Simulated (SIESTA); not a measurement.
Crystal: MoP4.

```
CELL_PARAMETERS angstrom
2.65881 -5.57884 0.00000
2.65881 5.57884 0.00000
-2.08400 0.00000 5.47449
ATOMIC_POSITIONS crystal
Mo 0.94037 0.05963 0.25000
Mo 0.05963 0.94037 0.75000
P 0.49848 0.94520 0.31117
P 0.05480 0.50152 0.18883
P 0.37324 0.18581 0.18415
P 0.81419 0.62676 0.31585
P 0.62676 0.81419 0.81585
P 0.18581 0.37324 0.68415
P 0.94520 0.49848 0.81117
P 0.50152 0.05480 0.68883
```

The cell comes from a database or a generator and needn't be the stable form of this composition.

| Item | Value |
| --- | --- |
| Program | SIESTA 5.4.2 |
| Task | single point |
| Functional | PBEsol |
| Potentials or basis | PseudoDojo 0.4 standard (PBEsol files) |
| Basis | DZP (energy shift 0.003 Ry; two zetas on semicore shells) |
| Grid cutoff | 800 Ry |
| Energy shift | 0.003 Ry |
| k mesh | 6 × 6 × 5 |
| Occupations | fermi-dirac, width 0.05 eV |
| Spin | no spin polarisation |

On this cell: pressure -0.6 GPa; largest force 0.544 eV/Å; band gap on the k mesh none (metal or under the smearing width).

The same run follows on a disturbed copy (atoms moved at random, drawn with an rms of 0.05 Å):

```
Mo P
1.0
     2.65881   -5.57884    0.00000
     2.65881    5.57884    0.00000
    -2.08400    0.00000    5.47449
Mo P
2 8
Direct
  0.94116 0.06202 0.24829
  0.05987 0.94176 0.75561
  0.50963 0.94868 0.30379
  0.04789 0.49709 0.18343
  0.36848 0.18451 0.17693
  0.80749 0.62524 0.31325
  0.62035 0.81611 0.81317
  0.18385 0.37762 0.68141
  0.93690 0.48461 0.80365
  0.50529 0.05799 0.69517
```

Problem. What does the disturbed cell give?

Solution. The energy (extrapolated to zero smearing) moves by +21.2 meV/atom; pressure -0.3 GPa; largest force 1.844 eV/Å; band gap on the k mesh none (metal or under the smearing width).

Forces in eV/Å, atoms in the order of the input:
```
Mo  -0.202 -0.047 -0.006
Mo  -0.065  0.099 -0.971
P   -0.810  0.669  0.336
P    0.372 -0.306  0.460
P   -0.030 -0.402  0.401
P    0.455 -0.087  0.255
P    0.447 -0.979  0.508
P   -0.557 -1.014 -0.303
P    1.243  1.284  0.454
P   -0.855  0.782 -1.135
```

Stress tensor (GPa, compression positive):
```
 0.84 -0.17  1.21
-0.17  0.06 -0.65
 1.21 -0.65 -1.84
```

Caveats: the basis of atomic orbitals isn't converged, which shifts pressures, moduli and gaps.
